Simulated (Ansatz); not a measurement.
# HfO2: the cost of one run

Method: DFT PBE, scalar-relativistic, plane waves, PAW, in Ansatz 0.2.0.

5 further runs of the same task are left out: 5 set aside as unsound or not needed.

## 1. The starting structure

The cell holds 24 atoms (Hf7O16Yb): a = 6.783 Å, b = 7.335 Å, c = 7.335 Å, α = 90.57°, β = 116.24°, γ = 116.24°.

The coordinates of this cell stand in the input of its own run.

The host was relaxed before at PBE: a = 5.161 Å, b = 5.212 Å, c = 5.352 Å, α = 90.00°, β = 99.67°, γ = 90.00° (conventional cell), 11.827 Å³/atom.

Places, in fractions of the supercell: Yb in place of Hf at (0.708, 0.945, 0.488). The start keeps the symmetry of the ideal site.

## 2. Band edges of the host over the zone

File input.yaml:

```yaml
crystal:
  lattice:
    - [5.1609175396, 0.0, -0.0053571393]
    - [0.0, 5.2121208449, 0.0]
    - [-0.8931190063, 0.0, 5.2768889889]
  atoms:
    - { symbol: Hf, position: [0.2757348285, 0.4570612825, 0.7083732276] }
    - { symbol: Hf, position: [0.7242651715, 0.9570612825, 0.7916267724] }
    - { symbol: Hf, position: [0.7242651715, 0.5429387175, 0.2916267724] }
    - { symbol: Hf, position: [0.2757348285, 0.0429387175, 0.2083732276] }
    - { symbol: O, position: [0.4491836627, 0.7427864434, 0.9766481039] }
    - { symbol: O, position: [0.5508163373, 0.2427864434, 0.5233518961] }
    - { symbol: O, position: [0.5508163373, 0.2572135566, 0.0233518961] }
    - { symbol: O, position: [0.4491836627, 0.7572135566, 0.4766481039] }
    - { symbol: O, position: [0.0671197856, 0.3286477909, 0.3484185087] }
    - { symbol: O, position: [0.9328802144, 0.8286477909, 0.1515814913] }
    - { symbol: O, position: [0.9328802144, 0.6713522091, 0.6515814913] }
    - { symbol: O, position: [0.0671197856, 0.1713522091, 0.8484185087] }
basis:
  ecutwfc: 420
  xc_grid: 2
kpoints:
  mp_grid: { grid: [4, 4, 4] }
  band_path: { path: [VBM, CBM], npoints: 2 }
hamiltonian:
  xc: pbe
scf:
  occupations: { method: gaussian, width: 0.02 }
output:
  forces: true
  stress: true
  eigenvalues: true
```

On the command line:

```sh
$ ansatz run input.yaml --threads 8 --pin off --max-ram 16384MiB --backend cpu --events-out ev --progress --plain --runs-dir out
```

Q: Estimate wall time and peak memory on 8 threads of Arm Neoverse V1, shared host.

About 26 s, with a peak of 1.1 GiB.
